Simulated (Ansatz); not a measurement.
Crystal: Al2O3.

```xyz
5
Lattice="3.0175 0.0000 0.0000 -1.5087 2.6132 0.0000 0.0000 0.0000 7.5746" Properties=species:S:1:pos:R:3 pbc="T T T"
Al    0.0000    0.0000    5.4693
Al    0.0000    0.0000    2.1054
O     0.0000    0.0000    3.7873
O     1.5087    0.8711    6.0638
O     0.0000    1.7421    1.5108
```

Measurements of this composition are mostly on another form, of space group No. 167.

```yaml
Program: Ansatz 0.2.0
Task: relaxation of cell and atoms
Functional: PBEsol
Dispersion: D4
Potentials_or_basis: Ansatz PAW
Cutoff: "420 eV (not typed: the program's choice for these potentials)"
k_mesh: 10 × 10 × 4
Occupations: fermi-dirac, width 0.05 eV
Spin: no spin polarisation
```

At the start: volume 11.95 Å³/atom.

Task: Where does the relaxation end?

Result: It ends after 11 steps and the volume is 11.35 Å³/atom (-5.0 %); space group P-3m1 (No. 164, to 0.05 Å).

The path:
| step | energy change (eV) | largest force (eV/Å) | volume (Å³) |
| --- | --- | --- | --- |
| 1 | 0.0000 | 0.1935 | 59.73 |
| 2 | -0.0326 | 0.2007 | 57.87 |
| 3 | -0.0432 | 0.0650 | 57.19 |
| 4 | -0.0433 | 0.0035 | 57.20 |
| 5 | -0.0432 | 0.0003 | 57.21 |
| 6 | -0.0353 | 0.0006 | 57.21 |
| 7 | -0.0375 | 0.0030 | 56.75 |
| 8 | -0.0374 | 0.0003 | 56.79 |
| 9 | -0.0358 | 0.0005 | 56.79 |
| 10 | -0.0360 | 0.0002 | 56.74 |
| 11 | -0.0357 | 0.0002 | 56.74 |

Final structure:
```
Al O
1.0
     2.97864    0.00000    0.00000
    -1.48932    2.57958    0.00000
     0.00000    0.00000    7.38468
Al O
2 3
Cartesian
  0.0000 0.0000 5.3610
  0.0000 0.0000 2.0237
  0.0000 0.0000 3.6923
  1.4893 0.8599 5.9554
  0.0000 1.7197 1.4292
```

Caveat: the plane-wave basis is chosen anew once the cell has moved, so the energies of steps on either side of that aren't comparable; the pressure holds a Pulay correction of +0.7 GPa for the finite cutoff; the PAW data sets come from PBE, with cores solved anew for the run's functional, which leaves a small shift of forces and pressure.
